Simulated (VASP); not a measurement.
Input of a VASP 6.6.1 run:

The input INCAR:

```
SYSTEM = C
ALGO     = Normal         ! electronic algorithm
DIPOL    = 0.5 0.5 0.500
EDIFF    = 1E-7           ! SCF threshold, eV
ENCUT    = 520            ! plane-wave cutoff, eV
GGA      = PE             ! functional
IDIPOL   = 3            
ISIF     = 2              ! what is computed and relaxed
ISMEAR   = 0              ! smearing method
IVDW     = 12             ! dispersion correction
LASPH    = .TRUE.         ! aspherical terms in the spheres
LCHARG   = .FALSE.        ! write CHGCAR
LDIPOL   = .TRUE.       
LREAL    = .FALSE.        ! projectors in reciprocal space
LVACPOTAV= .TRUE.       
LVHAR    = .TRUE.       
LWAVE    = .FALSE.        ! write WAVECAR
NBANDS   = 11             ! bands
NELM     = 80             ! most SCF steps
PREC     = Accurate       ! precision mode
SIGMA    = 0.03           ! smearing width, eV
```

The input KPOINTS:

```
k-points
0
G
  15 15 1
  0 0 0
```

File POSCAR:

```
C                                       
1.0
    2.4660722287      0.0000000000      0.0000000000
   -1.2330361144      2.1356812003      0.0000000000
    0.0000000000      0.0000000000     18.0339500000
  C             
     2
Direct
     0.0000000000000000    0.0000000000000000    0.5000006526678646
     0.6666666699999979    0.3333333300000021    0.4999993473321354
```

KPOINTS_OPT

```
explicit points
67
Reciprocal
 0.0000000000  0.0000000000  0.0000000000 1
 0.0357142900  0.0000000000  0.0000000000 1
 0.0714285700  0.0000000000  0.0000000000 1
 0.1071428600  0.0000000000  0.0000000000 1
 0.1428571400  0.0000000000  0.0000000000 1
 0.1785714300  0.0000000000  0.0000000000 1
 0.2142857100  0.0000000000  0.0000000000 1
 0.2500000000  0.0000000000  0.0000000000 1
 0.2857142900  0.0000000000  0.0000000000 1
 0.3214285700  0.0000000000  0.0000000000 1
 0.3571428600  0.0000000000  0.0000000000 1
 0.3928571400  0.0000000000  0.0000000000 1
 0.4285714300  0.0000000000  0.0000000000 1
 0.4642857100  0.0000000000  0.0000000000 1
 0.5000000000  0.0000000000  0.0000000000 1
 0.4791666700  0.0416666700  0.0000000000 1
 0.4583333300  0.0833333300  0.0000000000 1
 0.4375000000  0.1250000000  0.0000000000 1
 0.4166666700  0.1666666700  0.0000000000 1
 0.3958333300  0.2083333300  0.0000000000 1
 0.3750000000  0.2500000000  0.0000000000 1
 0.3541666700  0.2916666700  0.0000000000 1
 0.3333333300  0.3333333300  0.0000000000 1
 0.3137254900  0.3137254900  0.0000000000 1
 0.2941176500  0.2941176500  0.0000000000 1
 0.2745098000  0.2745098000  0.0000000000 1
 0.2549019600  0.2549019600  0.0000000000 1
 0.2352941200  0.2352941200  0.0000000000 1
 0.2156862700  0.2156862700  0.0000000000 1
 0.1960784300  0.1960784300  0.0000000000 1
 0.1764705900  0.1764705900  0.0000000000 1
 0.1568627500  0.1568627500  0.0000000000 1
 0.1372549000  0.1372549000  0.0000000000 1
 0.1176470600  0.1176470600  0.0000000000 1
 0.0980392200  0.0980392200  0.0000000000 1
 0.0784313700  0.0784313700  0.0000000000 1
 0.0588235300  0.0588235300  0.0000000000 1
 0.0392156900  0.0392156900  0.0000000000 1
 0.0196078400  0.0196078400  0.0000000000 1
 0.0000000000  0.0000000000  0.0000000000 1
 0.0000000000  0.0000000000  0.0000000000 1
 0.0047173500 -0.0023586800  0.0000000000 1
-0.0047173500  0.0023586800  0.0000000000 1
 0.0137589400 -0.0068794700  0.0000000000 1
-0.0137589400  0.0068794700  0.0000000000 1
-0.0000000000  0.0040853500  0.0000000000 1
 0.0000000000 -0.0040853500  0.0000000000 1
-0.0000000000  0.0119156000  0.0000000000 1
 0.0000000000 -0.0119156000  0.0000000000 1
 0.5000000000  0.0000000000  0.0000000000 1
 0.5047173500 -0.0023586800  0.0000000000 1
 0.4952826500  0.0023586800  0.0000000000 1
 0.5137589400 -0.0068794700  0.0000000000 1
 0.4862410600  0.0068794700  0.0000000000 1
 0.5000000000  0.0040853500  0.0000000000 1
 0.5000000000 -0.0040853500  0.0000000000 1
 0.5000000000  0.0119156000  0.0000000000 1
 0.5000000000 -0.0119156000  0.0000000000 1
 0.3333333300  0.3333333300  0.0000000000 1
 0.3380506800  0.3309746500  0.0000000000 1
 0.3286159800  0.3356920100  0.0000000000 1
 0.3470922700  0.3264538600  0.0000000000 1
 0.3195743900  0.3402128000  0.0000000000 1
 0.3333333300  0.3374186800  0.0000000000 1
 0.3333333300  0.3292479800  0.0000000000 1
 0.3333333300  0.3452489300  0.0000000000 1
 0.3333333300  0.3214177300  0.0000000000 1
```

Potentials or basis: VASP PAW PBE potentials, release 64 (C).

The run is started by

```bash
$ cat potpaw_PBE.64/C/POTCAR > POTCAR
$ mpirun -np 1 vasp_std > vasp.out
```

(1) Estimate the work function of the lower face.

(2) Predict the dispersion energy per atom.

(3) Predict the band gap along the path.

Results:

(1) 4.25 eV.

(2) -0.089 eV.

(3) none (metal or under the smearing width).
